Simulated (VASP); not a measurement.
# How uniaxial stress along [111] changes BP (F-43m)

How do the elastic response and the band edges of BP follow uniaxial stress along [111]?

Main program and level: VASP 6.6.1; LDA; plane waves and PAW (B, P), in the first sound run; inputs show where later runs differ.

This is a report of a sequence of runs, with most program output left out.

## Step 1: Set-up

Symmetry: F-43m, No. 216, cubic system. Conventional cell: a = 4.538 Å, b = 4.538 Å, c = 4.538 Å, α = 90.00°, β = 90.00°, γ = 90.00°. B has 4 P at 1.97 Å nearest. Nearest to P lie 4 B at 1.97 Å. Farther neighbours are not listed.

## Step 2: Relax the crystal, LDA

The series starts from the cell that this level prefers, so that zero strain is near zero stress.

This step took 2 runs in a row; the last is shown.

Level: LDA; plane waves and PAW (B, P).

INCAR reads:

```
SYSTEM = BP
PREC = Accurate
ENCUT = 480
EDIFF = 1E-07
NELM = 120
ISMEAR = 0
SIGMA = 0.02
LREAL = .FALSE.
ALGO = Normal
GGA = CA
NBANDS = 10
LASPH = .TRUE.
LORBIT = 11
LWAVE = .FALSE.
LCHARG = .FALSE.
KPAR = 16
IBRION = 2
NSW = 40
ISIF = 3
EDIFFG = -0.005
POTIM = 0.4
```

POSCAR reads:

```
BP
1.0
    0.0000000000      2.2448005768      2.2448005768
    2.2448005768      0.0000000000      2.2448005768
    2.2448005768      2.2448005768      0.0000000000
B P
1 1
Direct
    0.0000000000      0.0000000000      0.0000000000
    0.2500000000      0.2500000000      0.2500000000
```

KPOINTS reads:

```
Automatic mesh
0
Gamma
11 11 11
0 0 0
```

PAW data sets: B and P (LDA family, release 64).

Started as:

```
> mpirun -np 16 vasp_std
```

Elapsed: 2 s, on 16 MPI ranks of Intel Xeon 6975P-C (Granite Rapids), shared host; peak memory 2 GiB.

Numbers from this step:

```
energy(sigma→0) of the program : -14.3991 eV
stress, compression positive   : 0.00 along [111], 0.00 across it (mean), GPa
volume                         : 22.624 Å³
ionic steps                    : 1
```

## Step 3: Strain across the axis, LDA

One member in full: the axis is strained by 2 %, and the two directions across it are strained alike until their mean stress is under 0.012 GPa or five steps are spent.

This step took 3 runs, each at a new trial strain with the atoms of the one before; the last is shown.

Level: LDA; plane waves and PAW (B, P); cell typed or built by script.

Edit INCAR of step 2 so:

```diff
@@ -15,7 +15,7 @@
 LCHARG = .FALSE.
-KPAR = 16
-IBRION = 2
-NSW = 40
-ISIF = 3
-EDIFFG = -0.005
-POTIM = 0.4
+KPAR = 4
+IBRION = 1
+NSW = 25
+ISIF = 2
+EDIFFG = -0.004
+POTIM = 0.3
```

POSCAR reads:

```
BP
1.0
    0.0325195250      2.2734368260      2.2734368260
    2.2734368260      0.0325195250      2.2734368260
    2.2734368260      2.2734368260      0.0325195250
B P
1 1
Direct
    0.0005428176      0.0005428176      0.0005428176
    0.2494571824      0.2494571824      0.2494571824
```

KPOINTS is that of step 2.

Started as:

```
> mpirun -np 4 vasp_std
```

The job ended after 7.6 s (4 MPI ranks; peak memory 0.52 GiB; 18 s of CPU time).

This run gave:

```
energy(sigma→0) of the program : -14.3876 eV
stress, compression positive   : -8.15 along [111], -0.01 across it (mean), GPa
ionic steps                    : 2
```

## Step 4: Band edges, HSE06

Short lines in KPOINTS_OPT sample the zone centre along and across the axis, for masses, and the other valleys.

Level: HSE06; plane waves and PAW (B, P); cell typed or built by script.

INCAR reads:

```
SYSTEM = BP
PREC = Accurate
ENCUT = 480
EDIFF = 1E-06
NELM = 100
ISMEAR = 0
SIGMA = 0.02
LREAL = .FALSE.
ALGO = Normal
LHFCALC = .TRUE.
AEXX = 0.25
GGA = PE
HFSCREEN = 0.2
LASPH = .TRUE.
NBANDS = 9
PRECFOCK = Fast
LWAVE = .FALSE.
LCHARG = .FALSE.
KPAR = 4
```

POSCAR reads:

```
BP
1.0
    0.0325195250      2.2734368260      2.2734368260
    2.2734368260      0.0325195250      2.2734368260
    2.2734368260      2.2734368260      0.0325195250
B P
1 1
Direct
    0.0005740403      0.0005740403      0.0005740403
    0.2494259597      0.2494259597      0.2494259597
```

KPOINTS reads:

```
Automatic mesh
0
Gamma
6 6 6
0 0 0
```

KPOINTS_OPT reads:

```
Line mode
6
Line-mode
Reciprocal
  0.00000000   0.00000000   0.00000000
  0.02103960   0.02103960   0.02103960

  0.00000000   0.00000000   0.00000000
 -0.01260959   0.01260959  -0.00000000

  0.31000000   0.31000000   0.00000000
  0.50000000   0.50000000   0.00000000

  0.00000000   0.31000000   0.31000000
  0.00000000   0.50000000   0.50000000

  0.45000000   0.45000000   0.45000000
  0.50000000   0.50000000   0.50000000

  0.45000000   0.00000000   0.00000000
  0.50000000   0.00000000   0.00000000

  0.42500000   0.42500000   0.00000000
  0.42525878   0.44309144   0.01809144

  0.50000000   0.50000000   0.50000000
  0.48739041   0.51260959   0.50000000
```

Started as:

```
> mpirun -np 4 vasp_std
```

The job ended after 63 s (4 MPI ranks; peak memory 0.98 GiB).

Read from the output:

* energy(sigma→0) of the program: -14.9732 eV

## Step 5: The whole series

Hybrid runs start from orbitals of a short LDA run, not shown.

Runs beyond LDA use the data sets made with LDA; this shifts their levels slightly, and their total energies have another zero.

The other members went through these steps as far as the tables show, with the same cutoff and, step by step, the same mesh; 42 runs are not shown. The session took 1.0 core hours (wall time by ranks) on a shared machine.

```csv
strain along the axis (%),strain across the axis (%),"stress along the axis, tension positive (GPa)",energy above the unstrained row (meV/atom),"gap on the mesh, LDA (eV)"
-2.000,0.205,-8.884,6.271,0.963
-1.500,0.151,-6.599,3.513,1.025
-1.000,0.100,-4.364,1.562,1.082
-0.500,0.050,-2.168,0.395,1.134
0,0.000,-0.005,0.000,1.176
0.500,-0.045,2.114,0.353,1.163
1.000,-0.089,4.173,1.444,1.145
1.500,-0.132,6.185,3.251,1.123
2.000,-0.173,8.155,5.758,1.098
```

Slopes at zero strain, from cubics through all rows: strain ratio -0.095, stress over strain 427 GPa.

Band edges at HSE06, counted from the valence-band top at Γ, with one row partly withheld:

```csv
strain along the axis (%),gap (eV),conduction band at Γ (eV),Δ or X valley along z (eV),Δ or X valley along x (eV),"lowest conduction level at L, [111] (eV)","lowest conduction level at L, [-111] (eV)",second valence level below the top (eV),third valence level below the top (eV)
-2.000,1.721,4.156,1.719,1.719,4.564,4.992,0.227,0.227
-1.500,1.778,4.219,1.778,1.778,4.662,4.984,0.168,0.168
-1.000,1.832,4.283,1.832,1.832,4.757,4.973,0.111,0.111
-0.500,1.882,4.347,1.882,1.882,4.853,4.962,0.052,0.052
0,1.925,4.408,1.925,1.925,4.944,4.944,0.000,0.000
0.500,1.913,4.316,1.913,1.913,4.982,4.873,0.000,0.050
1.000,1.897,4.223,1.897,1.897,5.018,4.799,0.000,0.103
1.500,1.879,4.127,1.879,1.879,?,4.725,0.000,0.152
2.000,1.860,4.030,1.860,1.860,5.091,4.650,0.000,0.200
```

## Step 6: Fit and prediction

The quantity to fit is the splitting of the lowest conduction levels at the L points ([111] less [-111]) at HSE06: -0.428, -0.322, -0.216, -0.109, 0.000, 0.109, 0.219, 0.441 eV in the rows shown.

A least-squares parabola through the 8 rows shown, with d the strain along the axis less the strain across it, in %: E = 0.001974 d² + 0.1986 d + 4.21e-5 (eV), r.m.s. residual 1.5e-4 eV.

At d = 1.632 this predicts 0.3294 eV.

## Step 7: The withheld row

The calculation gives 0.3296 eV, so the prediction is 0.0002 eV too low.

The splitting is Ξu times 8/9 of d, with d as a fraction, so the linear term gives Ξu = 22.3 eV.

## Step 8: Summary of results

| Item | Value |
| --- | --- |
| Poisson ratio | 0.095 |
| Young's modulus along the axis | 427 GPa |
| gap of the unstrained cell, HSE06 | 1.93 eV |
| shear deformation potential Ξu of the lowest conduction levels at L | 22.3 eV |
| error of the predicted row | -0.2 meV |

As a check, the curvature of the energy gives 426 GPa for the same modulus (energy per volume = E/2 × strain²), 0 % from the slope of the stress. At HSE06 the lowest conduction valley is Δ or X throughout, and the gap runs between 1.72 and 1.93 eV. Hole masses are left out throughout, since the top bands are degenerate or cross in many series; of conduction masses, those of the Γ, L and (for Si and Ge under (001) strain) Δ valleys are kept where they change by under an eighth between rows. HSE06 ran on a coarser mesh than the semilocal levels. Spin-orbit coupling is left out at HSE06, so the valence splittings there lack it. Δ or X levels are the lowest on their line, refined by a parabola unless they lie at X; the gap is read from all points sampled and can differ from the lowest valley by some meV, or by tens of meV where strain moves the valence top off Γ. Temperature, zero-point motion and excitons are left out.

[Lines on the potential files, build, host, timing and source positions are cut from VASP's logs without a mark.]

[Logs are printed without paths, hosts, clocks, repeated set-up lines and the standing remarks that a program may print on its own settings, such as how far it seeks lower states.]

[Hosts, paths, dates, database ids (printed as entryN), source tags and the programs' standing remarks are cut or masked in the printed files.]

[In band tables of VASP the shares of atoms and orbitals are scaled to a sum of 1 inside the atoms' spheres.]
